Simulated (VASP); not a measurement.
A run of VASP 6.6.1 is set up as follows.

The input POSCAR:

```
H
1.0
   -1.1938770000      1.1938770000      1.1938770000
    1.1938770000     -1.1938770000      1.1938770000
    1.1938770000      1.1938770000     -1.1938770000
H
1
Direct
    0.0000000000      0.0000000000      0.0000000000
```

The input INCAR.step1:

```
SYSTEM = H
PREC = Accurate
ENCUT = 520
ISMEAR = -1
SIGMA = 0.1
LREAL = .FALSE.
LASPH = .TRUE.
NELM = 60
NBANDS = 6
GGA = PE
ALGO = Normal
EDIFF = 1E-4
LWAVE = .TRUE.
LCHARG = .FALSE.
```

File INCAR.step2:

```
SYSTEM = H
PREC = Accurate
ENCUT = 520
EDIFF = 1E-6
ISMEAR = -1
SIGMA = 0.1
LREAL = .FALSE.
LASPH = .TRUE.
NELM = 60
ALGO = Normal
ISIF = 2
LWAVE = .FALSE.
LCHARG = .FALSE.
METAGGA = R2SCAN
LMIXTAU = .TRUE.
NBANDS = 6
ISTART = 1
```

Contents of KPOINTS:

```
Automatic mesh
0
G
  19 19 19
  0 0 0
```

Potentials or basis: VASP PAW PBE potentials, release 64 (H).

Run with:

```console
$ cat potpaw_PBE.64/H/POTCAR > POTCAR
$ cp INCAR.step1 INCAR
$ mpirun -np 1 vasp_std > vasp.out
$ cp INCAR.step2 INCAR
$ mpirun -np 1 vasp_std > vasp.out
```

Problem. Estimate the band gap on the k mesh.

Solution. None (metal or under the smearing width).

Problem. What does it give for the pressure?

Solution. -22.9 GPa.

Caveat: so large a pressure means that the cell lies far from this level's equilibrium, or that cutoff or potentials fall short; the potentials were made for another functional, which shifts forces and pressure.
